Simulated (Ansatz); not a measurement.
# SnO2 (Cassiterite) (P4_2/mnm) in Ansatz: notebook, part 2 of 2

Ansatz 0.2.0.

## Step 5: Band structure, RPBE

input.yaml

```yaml
crystal:
  lattice:
    - [4.738, 0.0, 0.0]
    - [0.0, 4.738, 0.0]
    - [0.0, 0.0, 3.1865]
  atoms:
    - { symbol: Sn, position: [0.5, 0.5, 0.5] }
    - { symbol: Sn, position: [0.0, 0.0, 0.0] }
    - { symbol: O, position: [0.8071, 0.1929, 0.5] }
    - { symbol: O, position: [0.6929, 0.6929, 0.0] }
    - { symbol: O, position: [0.1929, 0.8071, 0.5] }
    - { symbol: O, position: [0.3071, 0.3071, 0.0] }
hamiltonian:
  xc: rpbe
  pseudopotentials: { kind: paw }
kpoints:
  mp_grid: { grid: [6, 6, 8] }
  band_path:
    path:
      - [[0.0, 0.0, 0.0], [0.0, 0.5, 0.0], [0.5, 0.5, 0.0], [0.0, 0.0, 0.0], [0.0, 0.0, 0.5], [0.0, 0.5, 0.5], [0.5, 0.5, 0.5], [0.0, 0.0, 0.5]]
      - [[0.0, 0.5, 0.0], [0.0, 0.5, 0.5]]
      - [[0.5, 0.5, 0.0], [0.5, 0.5, 0.5]]
    npoints: 14
scf:
  occupations: { method: fermi_dirac, width: 0.05 }
  n_extra_bands: 15
output:
  forces: true
  stress: true
  eigenvalues: true
  fatbands: false
```

Potentials or basis: Ansatz PAW.

Command:

```sh
ansatz run input.yaml --threads 2 --pin off --max-ram 5632MiB --backend cpu --events-out ev --progress --plain --runs-dir out
```

Output:

```text
Warning: RAYON_NUM_THREADS=2 ignored (pool sized by the plan → 2); use --threads N
scf.n_extra_bands = 15 over 26 filled bands (N_el = 52.0): the run solves 41 bands
Engine: ansatz 0.2.0, aarch64-unknown-linux-gnu
Pseudopotentials: kind: paw
Pseudopotential: Sn, paw, valence charge 14, recommended cutoff 420 eV (normal), Sn.paw.azcp
Pseudopotential: O, paw, valence charge 6, recommended cutoff 420 eV (normal), O.paw.azcp
Functional definition: RPBE
  parameter kappa = 0.804
  parameter beta = 0.06672455060314922
  exchange = rpbe_x(kappa = kappa, mu = beta*pi^2/3)
  correlation = pbe_c(beta = beta)
Crystal: 6 atoms, lattice volume = 71.533 Å³
Basis set: ecut = 420 eV, 1411 PW (Γ), exchange–correlation on 64×64×48 points (8 copies of the dense FFT grid, shifted against one another)
Bands: 41, of which v1, the nominal top of the filled ones, is band 26 counted from 1 (25 counted from 0)
Symmetry: 16 space group operations
Space group: P42/mnm (ITA 136), of the structure as read, at distance tolerance 4.2e-5 Å
k-points: 50 of 288
Non-local potential: Sn, projectors of the file, l = 0: 2, l = 1: 2, l = 2: 2, l = 3: 2
Non-local potential: O, projectors of the file, l = 0: 2, l = 1: 2, l = 2: 1
PAW form: soft (Blöchl's): semilocal exchange-correlation on the pseudo side does not see the compensation charge
PAW frozen core: Sn, regenerated for the run's functional, and the local potential with it (the file was generated under x = pbe(κ = 0.804, μ = 0.2195149727645171), c = pbe(β = 0.06672455060314922))
PAW frozen core: O, regenerated for the run's functional, and the local potential with it (the file was generated under x = pbe(κ = 0.804, μ = 0.2195149727645171), c = pbe(β = 0.06672455060314922))
PAW one-centre angular grid: Sn, 590 points (default); XC on 64 Gauss nodes
PAW one-centre angular grid: O, 110 points (default); XC on 64 Gauss nodes
Initial density: superposition of atomic densities (neutral atoms: chi_scale 0, normalization atom), corrected by the library's trained network
Initial wavefunctions: pseudopotential atomic-orbital guess
Functional: x = rpbe, c = pbe(β = 0.06672455060314922)
SCF iter   1: F=—  HF=-14341.732105 eV  |F-HF|=—  |Δ(HF+E_count)|=         —  Δρ=4.37e-3  dr2=1.01e-2  ethr=1.77e-3  ⟨swp⟩=5.6  Hψ=8932  notcnv=0  defer=187
preconditioner: auto → Resta (q_TF=auto, 2.587 Å⁻¹)  ε∞=2.8  [insulator: Δε(μ)=1.399 eV  Ē_g=23.761 eV  σ=0.050 eV  W_gap=1.00  n_scr=18 (ndim 8)  ℏωp=31.7 eV  f_vac=0.027  D(μ)=0.00/eV (n_scr^D=0)  ε∞_Penn≈2.8]
SCF iter   2: F=—  HF=-14341.731454 eV  |F-HF|=—  |Δ(HF+E_count)|=   6.51e-4  Δρ=1.96e-3  dr2=1.23e-3  ethr=1.94e-5  ⟨swp⟩=2.4  Hψ=3534  notcnv=0  defer=299
SCF iter   3: F=—  HF=-14341.731743 eV  |F-HF|=—  |Δ(HF+E_count)|=   2.89e-4  Δρ=6.38e-4  dr2=2.37e-4  ethr=2.36e-6  ⟨swp⟩=2.9  Hψ=2727  notcnv=0  defer=299
SCF iter   4: F=—  HF=-14341.731813 eV  |F-HF|=—  |Δ(HF+E_count)|=   6.97e-5  Δρ=1.51e-4  dr2=1.18e-5  ethr=4.55e-7  ⟨swp⟩=2.1  Hψ=2115  notcnv=0  defer=299
SCF iter   5: F=—  HF=-14341.731752 eV  |F-HF|=—  |Δ(HF+E_count)|=   6.09e-5  Δρ=4.61e-5  dr2=1.54e-6  ethr=2.27e-8  ⟨swp⟩=2.0  Hψ=2248  notcnv=0  defer=299
SCF iter   6: F=-14341.731756 eV  HF=-14341.731756 eV  |F-HF|=3.38e-8  |Δ(HF+E_count)|=   3.71e-6  Δρ=7.02e-6  dr2=2.44e-8  ethr=1.92e-10  ⟨swp⟩=11.2  Hψ=12766  notcnv=0
SCF 1 converged in 6 iterations: F = -14341.731756 eV  dr2 = 2.44e-8
NSCF: frozen V_eff on 129 k-points
SCF converged after 6 iterations
Free energy (F): -14341.731756 eV
Harris-Foulkes:  -14341.731756 eV  (|F-HF|=3.38e-8)
Internal energy: -14341.731756 eV  (E = F + TS)
E sigma→0 (E₀):  -14341.731756 eV
Entropy (-TS):   -0.000000 eV (-0.000 meV/atom)
Fermi energy:    10.367818 eV
--- Per-component energies (eV) ---
  E_band       = -108.018571
  E_kinetic    = 1086.805155
  E_local      = -2859.879801  (includes V_loc(G=0)·N_el)
  E_nonlocal   = 130.177316
  E_hartree    = 1494.433162
  E_xc         = -1057.802725
  E_vxc        = -563.603476  (∫ρ·V_xc dr)
  E_paw        = -8952.591959  (= ΣΔE_a)
  E_vpaw       = -890.388037  (= ΣTr[D̂ρ^β])
  E_aug_tail   = 0.009925  (compensation charges beyond the density's cutoff)
  E_ewald      = -4182.851779
  E_core_change = -0.031050  (= ΣΔE_core)
  E_smearing   = -0.000000  (= −TS)
  E_closure    = -0.000000  (closes the sum)
  Σ components = -14341.731756   (vs F -14341.731756, Δ=0.00e0)
--- Forces (eV/Å), atoms counted from 1 ---
  atom   1  Sn     0.00000000    -0.00000000    -0.00000000
  atom   2  Sn     0.00000000    -0.00000000     0.00000000
  atom   3  O     -0.21685724     0.21685724     0.00000000
  atom   4  O      0.21685724     0.21685724    -0.00000000
  atom   5  O      0.21685724    -0.21685724    -0.00000000
  atom   6  O     -0.21685724    -0.21685724     0.00000000
  max |Σ_I F_I| component: 2.78e-17 eV/Å
--- Stress (GPa, compression-positive) ---
       14.294556       0.000000       0.000000
        0.000000      14.294556       0.000000
        0.000000       0.000000      17.481106
  P = ⅓ Tr σ = 15.3567 GPa (153.567 kbar)
--- Band table (eV; the first three rows and the last of 50) ---
  k-point 0: bands = ["-11.4983", "-10.7186", "-10.4353", "-10.4137", "-10.4137", "-10.3306", "-10.2900", "-10.2034", "-10.1649", "-10.1649", "-9.3096", "-7.5133", "-7.5133", "-5.7096", "1.6245", "5.6560", "5.6560", "5.7397", "6.6189", "7.6414", "7.7536", "8.4579", "8.4579", "8.9034", "8.9034", "9.6693", "11.0427", "15.9558", "16.1790", "16.1790", "20.4300", "20.4303", "21.9183", "21.9183", "22.5420", "22.5568", "25.1282", "26.4807", "28.9271", "29.4546", "29.5000"]
  k-point 1: bands = ["-11.4223", "-10.6225", "-10.5708", "-10.5708", "-10.4072", "-10.3458", "-10.2838", "-10.2038", "-10.1855", "-10.1855", "-9.2335", "-7.2598", "-7.2598", "-5.8291", "1.6103", "5.6170", "5.8005", "5.8005", "6.6614", "6.7199", "7.6344", "7.8866", "7.8866", "8.9387", "8.9387", "9.5408", "11.9924", "16.2679", "16.8267", "16.8267", "19.3896", "21.4348", "21.8578", "21.8578", "22.2961", "22.5279", "24.8899", "25.4894", "27.3259", "27.3259", "29.8856"]
  k-point 2: bands = ["-11.2219", "-10.8876", "-10.8876", "-10.4666", "-10.3428", "-10.3318", "-10.2674", "-10.2247", "-10.2247", "-10.2063", "-8.9588", "-6.7073", "-6.7073", "-6.2032", "1.6295", "5.0701", "5.4576", "6.1420", "6.1420", "6.8791", "6.8791", "7.0138", "7.1698", "8.8383", "8.8383", "9.1775", "13.6031", "16.7275", "18.2574", "18.2574", "18.7496", "21.6343", "21.6343", "21.6344", "22.2635", "22.4753", "24.1670", "24.6062", "25.7513", "25.7513", "28.8466"]
  k-point 49: bands = ["-11.2547", "-11.2547", "-10.7467", "-10.7467", "-10.2782", "-10.2782", "-10.2208", "-10.2208", "-10.1694", "-10.1694", "-7.4561", "-7.4561", "-6.0623", "-6.0623", "1.7467", "1.7467", "4.7060", "4.7060", "7.1798", "7.1798", "7.2602", "7.2602", "8.7111", "8.7111", "8.8383", "8.8383", "14.7014", "14.7014", "18.7531", "18.7531", "20.8968", "20.8968", "21.0335", "21.0335", "23.0104", "23.0104", "25.1449", "25.1449", "25.7208", "25.7208", "27.6491"]
```

bands.tsv:

```text
# k_distance	band_0	band_1	band_2	band_3	band_4	band_5	band_6	band_7	band_8	band_9	band_10	band_11	band_12	band_13	band_14	band_15	band_16	band_17	band_18	band_19	band_20	band_21	band_22	band_23	band_24	band_25	band_26	band_27	band_28	band_29	band_30	band_31	band_32	band_33	band_34	band_35	band_36	band_37	band_38	band_39	band_40
[... 149 lines left out ...]
7.485399	-21.622512	-21.622512	-21.114552	-21.114552	-20.646020	-20.646020	-20.588609	-20.588609	-20.537217	-20.537217	-17.823961	-17.823961	-16.430145	-16.430145	-8.621113	-8.621113	-5.661816	-5.661816	-3.188024	-3.188024	-3.107650	-3.107650	-1.656717	-1.656717	-1.529550	-1.529550	4.333579	4.333579	8.385286	8.385286	10.528965	10.528965	10.665690	10.665690	12.642538	12.642538	14.777124	14.777124	15.352933	15.352933	17.281331
```

It took 9.3 s on 2 threads of Arm Neoverse V2, shared host; peak memory 0.42 GiB.

What came out:

| Quantity | Value |
| --- | --- |
| Free energy | -14341.7318 eV |
| Pressure | 15.4 GPa |
| Largest force | 0.307 eV/Å |
| Band gap on the k mesh | 1.37 eV, direct |
| Band gap along the path | 1.37 eV, direct |

Forces in eV/Å, atoms in the order of the input:
```
Sn   0.000  0.000  0.000
Sn   0.000  0.000  0.000
O   -0.217  0.217  0.000
O    0.217  0.217  0.000
O    0.217 -0.217  0.000
O   -0.217 -0.217  0.000
```

Levels at the corners of the path, in eV from the valence-band top:
```
point  band 23  band 24  band 25  band 26  band 27  band 28  band 29  band 30
    Γ    -1.21    -0.77    -0.77     0.00     1.37     6.29     6.51     6.51
    X    -1.17    -1.17    -0.63    -0.63     4.54     4.54     7.26     7.26
    M    -1.29    -1.29    -0.89    -0.89     4.94     4.94     7.68     7.68
    Γ    -1.21    -0.77    -0.77     0.00     1.37     6.29     6.51     6.51
    Z    -1.62    -1.62    -1.25    -1.25     6.33     6.33     9.96     9.96
    R    -1.09    -1.09    -0.68    -0.68     6.61     6.61     8.22     8.22
    A    -0.96    -0.96    -0.83    -0.83     5.03     5.03     9.08     9.08
    Z    -1.62    -1.62    -1.25    -1.25     6.33     6.33     9.96     9.96
    X    -1.17    -1.17    -0.63    -0.63     4.54     4.54     7.26     7.26
    R    -1.09    -1.09    -0.68    -0.68     6.61     6.61     8.22     8.22
    M    -1.29    -1.29    -0.89    -0.89     4.94     4.94     7.68     7.68
    A    -0.96    -0.96    -0.83    -0.83     5.03     5.03     9.08     9.08
```

Caveat: the pressure holds a Pulay correction of +0.8 GPa for the finite cutoff; spin-orbit coupling is left out, which moves the levels of the heavy elements; the PAW data sets come from PBE, with cores solved anew for the run's functional, which leaves a small shift of forces and pressure. Expect the measured gap to be larger: semilocal functionals such as RPBE lack the derivative discontinuity.

## Step 6: Band structure, revPBE

Edit input.yaml of step 5 so:

```diff
@@ -13,3 +13,3 @@
 hamiltonian:
-  xc: rpbe
+  xc: revpbe
   pseudopotentials: { kind: paw }
@@ -30,2 +30,6 @@
   eigenvalues: true
-  fatbands: false
+  fatbands: true
+  write_density: true
+  write_potential: true
+  elf: true
+  volumetric_format: npy
```

Potentials or basis: Ansatz PAW.

Command:

```sh
ansatz run input.yaml --threads 2 --pin off --max-ram 5632MiB --backend cpu --events-out ev --progress --plain --runs-dir out
```

Run time: 13 s. Hardware: 2 threads of Arm Neoverse V2, shared host; peak memory 0.48 GiB.

It converged, with:

```yaml
Free_energy: -14334.9010 eV
Pressure: 14.2 GPa
Largest_force: 0.298 eV/Å
Band_gap_on_the_k_mesh: 1.35 eV, direct
Band_gap_along_the_path: 1.35 eV, direct
```

Forces on the atoms (eV/Å):
```
Sn   0.000  0.000  0.000
Sn   0.000  0.000  0.000
O   -0.211  0.211  0.000
O    0.211  0.211  0.000
O    0.211 -0.211  0.000
O   -0.211 -0.211  0.000
```

Stress tensor (GPa, compression positive):
```
13.17  0.00  0.00
 0.00 13.17  0.00
 0.00  0.00 16.27
```

Levels at the corners of the path, in eV from the valence-band top:
```csv
point,band 23,band 24,band 25,band 26,band 27,band 28,band 29,band 30
Γ,-1.21,-0.77,-0.77,0.00,1.35,6.25,6.47,6.47
X,-1.17,-1.17,-0.63,-0.63,4.52,4.52,7.22,7.22
M,-1.29,-1.29,-0.90,-0.90,4.92,4.92,7.64,7.64
Γ,-1.21,-0.77,-0.77,0.00,1.35,6.25,6.47,6.47
Z,-1.63,-1.63,-1.25,-1.25,6.31,6.31,9.91,9.91
R,-1.09,-1.09,-0.68,-0.68,6.59,6.59,8.18,8.18
A,-0.96,-0.96,-0.83,-0.83,5.01,5.01,9.04,9.04
Z,-1.63,-1.63,-1.25,-1.25,6.31,6.31,9.91,9.91
X,-1.17,-1.17,-0.63,-0.63,4.52,4.52,7.22,7.22
R,-1.09,-1.09,-0.68,-0.68,6.59,6.59,8.18,8.18
M,-1.29,-1.29,-0.90,-0.90,4.92,4.92,7.64,7.64
A,-0.96,-0.96,-0.83,-0.83,5.01,5.01,9.04,9.04
```

Caveat: the pressure holds a Pulay correction of +0.8 GPa for the finite cutoff; spin-orbit coupling is left out, which moves the levels of the heavy elements; the PAW data sets come from PBE, with cores solved anew for the run's functional, which leaves a small shift of forces and pressure.

## Step 7: Overview

```csv
level,gap on the mesh (eV),pressure (GPa),largest force (eV/Å)
LDA,1.13,-0.7,0.15
PBE,1.28,11.1,0.28
PBEsol,1.18,4.7,0.21
RPBE,1.37,15.4,0.31
revPBE,1.35,14.2,0.30
```

Alike in all rows: task band structure; potentials or basis Ansatz PAW; no spin polarisation; cell as given; k mesh 6 × 6 × 8; cutoff (eV) 420; smearing fermi-dirac 0.05 eV.

On the cell as given the gap runs from 1.13 eV (LDA) to 1.37 eV (RPBE). The pressure there spans -0.7 GPa (LDA) to 15.4 GPa (RPBE); a positive pressure means that this level wants a larger cell, a negative one a smaller.

Caveats: spin-orbit coupling is left out, which moves the levels of the heavy elements; the PAW data sets come from PBE, with cores solved anew for the run's functional, which leaves a small shift of forces and pressure (some runs).

Absolute energies hang on the potentials; compare differences alone.
